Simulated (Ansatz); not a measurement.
# AlGaAs2: the cell at several levels of theory

How does the equilibrium cell of AlGaAs2, ordered on the zincblende lattice (P-4m2) with 8 atoms a cell depend on the functional? It is relaxed with PBE and r2SCAN. This is a trial cell built on a prototype, not taken from a measured structure, and it needn't be the compound's ground state.

Program: Ansatz 0.2.0. PAW datasets, plane waves, zero pressure. The cell comes from a prototype generator: it can be a known phase or a hypothetical one. Spin polarisation is off.

### 1 The structure to begin with

This is the cell as the run starts from it, not yet at rest; its lengths are not the crystal's.

Space group P-4m2 (No. 115), tetragonal; conventional cell a = 3.858 Å, c = 10.913 Å, 20.31 Å³ an atom. Al has 4 As at 2.36 Å; As has 4 Al at 2.36 Å; As has 2 Al at 2.36 Å and 2 Ga at 2.36 Å; Ga has 4 As at 2.36 Å; As has 4 Ga at 2.36 Å.

The structure in full:

```cif
data_structure
_symmetry_space_group_name_H-M 'P 1'
_symmetry_Int_Tables_number 1
_cell_length_a 3.8583
_cell_length_b 3.8583
_cell_length_c 10.9128
_cell_angle_alpha 90.000
_cell_angle_beta 90.000
_cell_angle_gamma 90.000
_cell_volume 162.45
loop_
_atom_site_label
_atom_site_type_symbol
_atom_site_fract_x
_atom_site_fract_y
_atom_site_fract_z
_atom_site_occupancy
Al1 Al 0.50000 0.00000 0.87500 1
As1 As 0.50000 0.50000 0.00000 1
Al2 Al 0.00000 0.50000 0.12500 1
As2 As 0.00000 0.00000 0.25000 1
Ga1 Ga 0.50000 0.00000 0.37500 1
As3 As 0.50000 0.50000 0.50000 1
Ga2 Ga 0.00000 0.50000 0.62500 1
As4 As 0.00000 0.00000 0.75000 1
```

### 2 Relaxation with PBE

Contents of input.yaml:

```yaml
crystal:
  lattice:
    - [3.8582729435, 0.0, 0.0]
    - [0.0, 3.8582729435, 0.0]
    - [0.0, 0.0, 10.9128438481]
  atoms:
    - { symbol: Al, position: [0.5, 0.0, 0.875] }
    - { symbol: As, position: [0.5, 0.5, 0.0] }
    - { symbol: Al, position: [0.0, 0.5, 0.125] }
    - { symbol: As, position: [0.0, 0.0, 0.25] }
    - { symbol: Ga, position: [0.5, 0.0, 0.375] }
    - { symbol: As, position: [0.5, 0.5, 0.5] }
    - { symbol: Ga, position: [0.0, 0.5, 0.625] }
    - { symbol: As, position: [0.0, 0.0, 0.75] }
kpoints:
  mp_grid: { grid: [6, 6, 2] }
hamiltonian:
  xc: pbe
scf:
  occupations: { method: fermi_dirac, width: 0.02 }
relax:
  f_tol: 0.005
  cell: {}
```

The run is started by

```sh
$ ansatz run input.yaml --threads 4 --pin off --max-ram 6451MiB --backend cpu --events-out ev --progress --plain --runs-dir out
```

Further steps of the session: Relaxation with r2SCAN.

Q: Predict the outcome of this session. Wanted: for each run, a; c; volume; space group; SCF geometries.

The runs gave:

| level | a (Å) | c (Å) | volume (Å³/atom) | space group | SCF geometries |
| --- | --- | --- | --- | --- | --- |
| PBE | 4.061 | 11.446 | 23.596 | P-4m2 | 7 |
| r2SCAN | 4.015 | 11.326 | 22.820 | P-4m2 | 5 |

What this shows: The first relaxation changed the volume by +16.2 % from the start. The volume runs from r2SCAN (least) to PBE (most), a spread of 3.4 %, or 1.1 % in length if all axes shared it alike.
